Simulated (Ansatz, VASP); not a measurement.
**Two plane-wave programs on ZrC**

```
Zr C
1.0
     0.00000    2.33456    2.33456
     2.33456    0.00000    2.33456
     2.33456    2.33456    0.00000
Zr C
1 1
Direct
  0.50000 0.50000 0.50000
  0.00000 0.00000 0.00000
```

Alike in both runs: functional PBEsol; k mesh 16 × 16 × 16; occupations gaussian, width 0.1 eV; no spin polarisation.

Ansatz relaxed the structure, and its values are those at the end. VASP's run is a single point on that final structure, the one shown.

|  | VASP | Ansatz |
| --- | --- | --- |
| version | VASP 6.6.1 | Ansatz 0.2.0 |
| potentials or method | VASP PAW PBE potentials, release 64 (Zr_sv, C) | scalar-relativistic, plane waves, PAW |
| plane-wave cutoff (eV) | 520 | 420 |
| valence electrons in the cell | 16 | 16 |

Ansatz gave:

| Property | Result |
| --- | --- |
| gap on the k mesh at the Fermi level (eV) | none |
| pressure (GPa) | 0.0 |

Task: Which values does VASP return?

Result: gap on the k mesh at the Fermi level (eV): none; pressure (GPa): 0.3.

A gap of «none» marks a metal or a gap that the smearing closes. With one functional, cell and mesh, what is left measures potentials, basis and numerics.

Caveats: the PAW data sets were made with another functional, which shifts forces and pressure a little (VASP).
